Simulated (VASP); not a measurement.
# Cl (Cmce) in VASP: a series of runs, part 2 of 2

VASP 6.6.1. The steps go on from the part before.

## (3) Relaxation of cell and atoms, PBE+D3(BJ)

This run uses another cell than the first one, of 27.08 Å³/atom, 0.984 times its volume.

Contents of INCAR:

```
SYSTEM = Cl
PREC = Accurate ; ENCUT = 520
EDIFF = 1E-7 ; ISMEAR = 0
SIGMA = 0.02 ; LREAL = .False.
LASPH = .True. ; NELM = 60
ALGO = Fast ; ISIF = 3
LWAVE = .False. ; LCHARG = .False.
GGA = PE ; IVDW = 12
IBRION = 2 ; NSW = 80
EDIFFG = -0.002
```

Contents of KPOINTS:

```
Automatic mesh
0
Gamma
  4 4 2
  0 0 0
```

Contents of POSCAR:

```
Cl                                      
1.0
    3.2544524618     -2.0567003590     -0.0000000000
    3.2544524618      2.0567003590      0.0000000000
    0.0000000000     -0.0000000000      8.0921349386
  Cl            
     4
Direct
     0.8765450332938179    0.1234549667061822    0.1077687554397617
     0.6234549667061821    0.3765450332938179    0.6077687554397616
     0.1234549667061822    0.8765450332938179    0.8922312445602384
     0.3765450332938179    0.6234549667061821    0.3922312445602384
```

Potentials or basis: VASP PAW PBE potentials, release 64 (Cl).

Started as:

```console
$ cat potpaw_PBE.64/Cl/POTCAR > POTCAR
$ mpirun -np 1 vasp_std > vasp.out
```

OUTCAR:

```text
SYSTEM = Cl
   PREC = Accurate
   ENCUT = 520
   EDIFF = 1E-7
   ISMEAR = 0
   LREAL = .False.
   LASPH = .True.
   NELM = 60
   ISIF = 3
   GGA = PE
   IVDW = 12
   IBRION = 2
   NSW = 80
   EDIFFG = -0.002
 IVDW          = 12

 ion  position               nearest neighbor table
   1  0.877  0.123  0.108-   3 2.02
   2  0.623  0.377  0.608-   4 2.02
   3  0.123  0.877  0.892-   1 2.02
   4  0.377  0.623  0.392-   2 2.02

  LATTYP: Found a base centered orthorhombic cell.
 ALAT       =     4.1134007180
 B/A-ratio  =     1.5823658743
 C/A-ratio  =     1.9672615175

  Lattice vectors:

 A1 = (  -3.2544524618,  -2.0567003590,   0.0000000000)
 A2 = (   3.2544524618,  -2.0567003590,   0.0000000000)
 A3 = (   0.0000000000,   0.0000000000,   8.0921349386)
[... 294 lines left out ...]
  free  energy   TOTEN  =        -7.9590450638 eV

  energy  without entropy=       -7.9590450638  energy(sigma->0) =       -7.95904506

[... ionic steps 4 to 10 ...]

--------------------------------------- Ionic step       11  -------------------------------------------

 number of electron      28.0000006 magnetization

------------------------ aborting loop because EDIFF is reached ----------------------------------------
[... 79 lines left out ...]
--------------------------------------- Ionic step       13  -------------------------------------------

 number of electron      28.0000005 magnetization

 Free energy of the ion-electron system (eV)
  ---------------------------------------------------
  ext. energy  EPLUGINS =         0.00000000
  ---------------------------------------------------
  free energy    TOTEN  =        -7.30591478 eV

  energy without entropy =       -7.30591478  energy(sigma->0) =       -7.30591478

 E-fermi :   0.0882     XC(G=0):  -8.0385

 val. band max:       -0.0396607183   @ k =   0.0000   0.0000   0.0000
 cond. band min:       2.2999078524   @ k =   0.0000   0.0000   0.0000
 fundamental gap:      2.3395685707
 Fermi energy:         0.0882490644

 k-point     1 :       0.0000    0.0000    0.0000
  band No.  band energies     occupation
      1     -16.8221      2.00000
      2     -16.4841      2.00000
      3     -13.0220      2.00000
      4     -12.0986      2.00000
      5      -5.7272      2.00000
      6      -4.3919      2.00000
[... 318 lines left out ...]
  FREE ENERGIE OF THE ION-ELECTRON SYSTEM (eV)
  ---------------------------------------------------
  free  energy   TOTEN  =        -7.9590861397 eV

  energy  without entropy=       -7.9590861397  energy(sigma->0) =       -7.95908614

 reached required accuracy - stopping structural energy minimisation
```

OSZICAR:

```text
N       E                     dE             d eps       ncg     rms          rms(c)
DAV:   1     0.195349801284E+03    0.19535E+03   -0.12633E+04   504   0.133E+03
DAV:   2     0.494402687560E+01   -0.19041E+03   -0.18734E+03   762   0.235E+02
DAV:   3    -0.758481098612E+01   -0.12529E+02   -0.12504E+02   588   0.743E+01
DAV:   4    -0.774923454051E+01   -0.16442E+00   -0.16434E+00   652   0.984E+00
[... 121 lines left out ...]
       N       E                     dE             d eps       ncg     rms          rms(c)
DAV:   1    -0.730591774490E+01    0.16194E-04   -0.22428E-04   516   0.947E-02    0.157E-02
RMM:   2    -0.730591575916E+01    0.19857E-05   -0.46962E-06   504   0.173E-02    0.552E-03
RMM:   3    -0.730591481441E+01    0.94475E-06   -0.14890E-06   504   0.879E-03    0.179E-03
RMM:   4    -0.730591478102E+01    0.33393E-07   -0.63041E-07   498   0.564E-03
  13 F= -.79590861E+01 E0= -.79590861E+01  d E =-.884043E-06
```

CONTCAR:

```text
Cl
   1.00000000000000
     3.2662987642577472   -2.0517450979650103   -0.0000000000000000
     3.2662987642577472    2.0517450979650103    0.0000000000000000
     0.0000000000000000    0.0000000000000000    8.0948575339176916
  Cl
     4
Direct
     0.8763078540530829    0.1236921459469173    0.1077739344735081
     0.6236921459469171    0.3763078540530825    0.6077739344735079
     0.1236921459469173    0.8763078540530829    0.8922260655264921
     0.3763078540530825    0.6236921459469171    0.3922260655264919

  0.00000000E+00  0.00000000E+00  0.00000000E+00
  0.00000000E+00  0.00000000E+00  0.00000000E+00
  0.00000000E+00  0.00000000E+00  0.00000000E+00
  0.00000000E+00  0.00000000E+00  0.00000000E+00
```

Wall time 3 min (1 thread of Intel Xeon Platinum 8259CL at 2.50GHz (Skylake/Cascade Lake), shared host); peak memory 0.23 GiB.

Results:

```
Free energy                            : -7.9591 eV
Relaxed volume                         : 27.12 Å³/atom
Relaxed cell                           : a = 3.857 Å, b = 3.857 Å, c = 8.095 Å, α = 90.00°, β = 90.00°, γ = 64.27°
Space group after relaxing (to 0.05 Å) : Cmce (No. 64)
Energy gained by relaxing              : 0.0 meV/atom
Ionic steps                            : 13
Pressure after relaxing                : 0.0 GPa
Band gap on the k mesh                 : 2.34 eV, direct
Dispersion energy per atom             : -0.163 eV
```

Final structure:
```cif
data_structure
_symmetry_space_group_name_H-M 'P 1'
_symmetry_Int_Tables_number 1
_cell_length_a 3.8572
_cell_length_b 3.8572
_cell_length_c 8.0949
_cell_angle_alpha 90.000
_cell_angle_beta 90.000
_cell_angle_gamma 64.270
_cell_volume 108.50
loop_
_atom_site_label
_atom_site_type_symbol
_atom_site_fract_x
_atom_site_fract_y
_atom_site_fract_z
_atom_site_occupancy
Cl1 Cl 0.87631 0.12369 0.10777 1
Cl2 Cl 0.62369 0.37631 0.60777 1
Cl3 Cl 0.12369 0.87631 0.89223 1
Cl4 Cl 0.37631 0.62369 0.39223 1
```

Caveat: the k mesh is coarse (spacing up to 0.45 Å⁻¹), so the values aren't converged. Expect the measured gap to be larger: semilocal functionals such as PBE lack the derivative discontinuity.
